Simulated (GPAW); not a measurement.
SnSe2:

```xyz
3
Lattice="3.8110 0.0000 0.0000 -1.9055 3.3004 0.0000 0.0000 0.0000 6.1360" Properties=species:S:1:pos:R:3 pbc="T T T"
Sn    0.0000    0.0000    0.0000
Se    1.9055    1.1001    4.6081
Se    0.0000    2.2003    1.5279
```

```yaml
Program: GPAW 26.7.0
Task: relaxation of cell and atoms
Functional: revPBE
Dispersion: D3
Potentials_or_basis: the program's PAW data sets (release 1.2.1) made for this functional
Cutoff: 600 eV
Basis: pw
k_mesh: 6 × 6 × 3
Occupations: fermi-dirac, width 0.05 eV
Spin: no spin polarisation
```

At the start: pressure 4.5 GPa; volume 25.73 Å³/atom.

Task: Where does the relaxation end?

Result: Over 8 steps the energy falls by 25.6 meV/atom and the volume is 26.92 Å³/atom (+4.6 %); space group P-3m1 (No. 164, to 0.05 Å).

The path:
| step | energy change (eV) | largest force (eV/Å) | pressure (GPa) | volume (Å³) |
| --- | --- | --- | --- | --- |
| 1 | 0.0000 | 0.8221 | 4.54 | 77.18 |
| 2 | -0.0364 | 0.5715 | 3.25 | 77.99 |
| 3 | -0.0758 | 0.0009 | 0.39 | 80.05 |
| 4 | -0.0761 | 0.0341 | 0.19 | 80.24 |
| 5 | -0.0762 | 0.0417 | 0.11 | 80.34 |
| 6 | -0.0765 | 0.0413 | -0.02 | 80.59 |
| 7 | -0.0766 | 0.0244 | -0.05 | 80.73 |
| 8 | -0.0767 | 0.0081 | -0.01 | 80.75 |

Final structure:
```xyz
3
Lattice="3.8667 0.0000 0.0000 -1.9334 3.3487 0.0000 0.0000 0.0000 6.2364" Properties=species:S:1:pos:R:3 pbc="T T T"
Sn    0.0000    0.0000    0.0000
Se    1.9334    1.1162    4.6475
Se    0.0000    2.2324    1.5889
```

Caveat: later steps reuse the first step's grids.
